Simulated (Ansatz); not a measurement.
## Si₂Ni (Fm-3m), stationary points along a deformation path

Theory: DFT PBEsol, scalar-relativistic, plane waves, PAW in Ansatz. The runs took a 420 eV cutoff, a Γ-centred 18×18×18 mesh and Gaussian smearing (0.15 eV). No spin polarisation. A magnetic state may lie lower. Energies are free energies at this smearing, counted from the undisturbed cell; pressure is positive in compression.

The starting cell (relaxed at this level; with this scan's settings it stands at -0.1 GPa):

```
Si Ni
1.0
     0.00000    2.69570    2.69570
     2.69570    0.00000    2.69570
     2.69570    2.69570    0.00000
Si Ni
2 1
Direct
  0.25000 0.25000 0.25000
  0.75000 0.75000 0.75000
  0.00000 0.00000 0.00000
```

At fixed volume and fractional coordinates, lengths along (0.000, 0.000, 1.000) are scaled against those across it; ρ is that ratio over its starting value. V = 13.059 Å³/atom. Δσ is the stress along the axis less the mean stress across it (compression positive).

| ρ | ΔE (meV/atom) | Δσ (GPa) | space group |
| --- | --- | --- | --- |
| 0.707 | 456.2 | 71.63 | I4/mmm |
| 0.850 | 53.6 | 15.76 | I4/mmm |
| 1.000 | 0.0 | 0.00 | Fm-3m |
| 1.200 | 66.6 | -14.86 | I4/mmm |
| 1.414 | 268.2 | -30.19 | I4/mmm |

Q: How does the stress give the slope of the energy, and where is the energy stationary?

A: Along the path d ln(length) is 2/3 d ln ρ on the axis and −1/3 d ln ρ across it, so dE/d ln ρ = −(2/3) V Δσ: the energy falls with ρ where Δσ is positive. Δσ vanishes or changes sign at ρ = 1.000 (Fm-3m), a minimum at 0.0 meV/atom. Pairs of stationary points between two samples would go unseen, and could change a minimum read from distant neighbours into a maximum. At ρ = 1.000 the cell is cubic, where symmetry alone makes the stress isotropic and the slope zero.

In a metal these slopes depend on the k mesh and the smearing.

Cost: 5 runs of about 1.4 core-minutes in all, on Intel Xeon Platinum 8259CL (Skylake/Cascade Lake) (shared hosts).